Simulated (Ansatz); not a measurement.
KNbO₃, space group Pm-3m, a calculation of the elastic constants

With Ansatz's Python interface.

Typed at the interpreter:
```pycon
>>> from dataclasses import replace
>>> import warnings
>>> import ansatz as az
>>> import numpy as np
>>> warnings.simplefilter("ignore", az.DeckWarning)
>>> lattice = az.Lattice.of(
...     [4.02918, 0.0, 0.0],
...     [0.0, 4.02918, 0.0],
...     [0.0, 0.0, 4.02918],
... )
>>> sites = [
...     ("K", [0.0, 0.0, 0.0]),
...     ("Nb", [0.5, 0.5, 0.5]),
...     ("O", [0.0, 0.5, 0.5]),
...     ("O", [0.5, 0.0, 0.5]),
...     ("O", [0.5, 0.5, 0.0]),
... ]
>>> system = az.Crystal(lattice=lattice)
>>> for symbol, position in sites:
...     system = system.atom(symbol, position)
...
>>> len(system.resolved().sites)
5
>>> setup = (
...     system.calculation()
...     .pseudopotentials("paw")
...     .basis(450)
...     .occupations(az.OccupationsMethod.FIXED)
...     .kpoints(6, 6, 6)
... )
>>> # relax, then strain
>>> rest = setup.relax(cell=True).run(threads=1, backend="cpu").lattice
>>> relaxed = az.Crystal(lattice=az.Lattice.of(rest.cell_ang))
>>> for site in rest.sites:
...     relaxed = relaxed.atom(site.symbol, site.position_frac)
...
>>> setup = replace(setup, crystal=relaxed)
>>> print("relaxed volume {:.3f} A^3".format(abs(np.linalg.det(rest.cell_ang))))
relaxed volume 65.279 A^3
>>> result = setup.elastic("clamped_ion", amplitude=0.005).run(threads=1, backend="cpu")
>>> elastic = result.elastic
>>> print(np.array2string(np.round(elastic.c_gpa, 1) + 0.0, suppress_small=True))
[[379.8  73.4  73.4   0.    0.    0. ]
 [ 73.4 379.8  73.4   0.    0.    0. ]
 [ 73.4  73.4 379.8   0.    0.    0. ]
 [  0.    0.    0.   92.8   0.    0. ]
 [  0.    0.    0.    0.   92.8   0. ]
 [  0.    0.    0.    0.    0.   92.8]]
>>> print("Voigt stress of the unstrained cell (GPa, tension positive):", np.round(elastic.sigma0_gpa, 3) + 0.0)
Voigt stress of the unstrained cell (GPa, tension positive): [0.006 0.006 0.006 0.    0.    0.   ]
>>> print("smallest eigenvalue of C:", round(elastic.stability.min_eigenvalue_gpa, 1), "GPa; tensor positive definite:", elastic.stability.min_eigenvalue_gpa > 0)
smallest eigenvalue of C: 92.8 GPa; tensor positive definite: True
>>> # averaged moduli need a positive definite tensor
>>> if elastic.stability.min_eigenvalue_gpa > 0:
...     m = elastic.moduli
...     anisotropy = 5 * m.g_voigt_gpa / m.g_reuss_gpa + m.k_voigt_gpa / m.k_reuss_gpa - 6
...     print(f"Voigt K {m.k_voigt_gpa:.1f} G {m.g_voigt_gpa:.1f}; Reuss K {m.k_reuss_gpa:.1f} G {m.g_reuss_gpa:.1f}; universal anisotropy index {anisotropy:.3f}")
...
Voigt K 175.5 G 117.0; Reuss K 175.5 G 110.2; universal anisotropy index 0.307
```

Caveats:
- Spin is left out of this run.
- The Fermi level of a run with fixed occupations marks the highest occupied state on its mesh, not mid-gap.
- A positive definite tensor excludes instabilities under uniform strain alone; phonons elsewhere in the zone can still be imaginary.
- This is a high-temperature or high-pressure form, not the ambient phase.
- No functional is typed, so the default, PBE, holds.
- These are clamped-ion constants: where atoms have free coordinates under strain, the relaxed-ion ones can be far smaller or negative, so this tensor doesn't settle whether the crystal is stable.
- This cell is a computed structure, which may not be the phase found in nature.
- The constants belong to the cell that was strained; where it wasn't relaxed first it may be under stress.
- Finished in 40 s on 1 thread of Arm Neoverse V2, with other jobs on the host, peak memory 0.47 GiB.

(A comment or docstring line of the script was reworded after the run, the code is as it ran.)
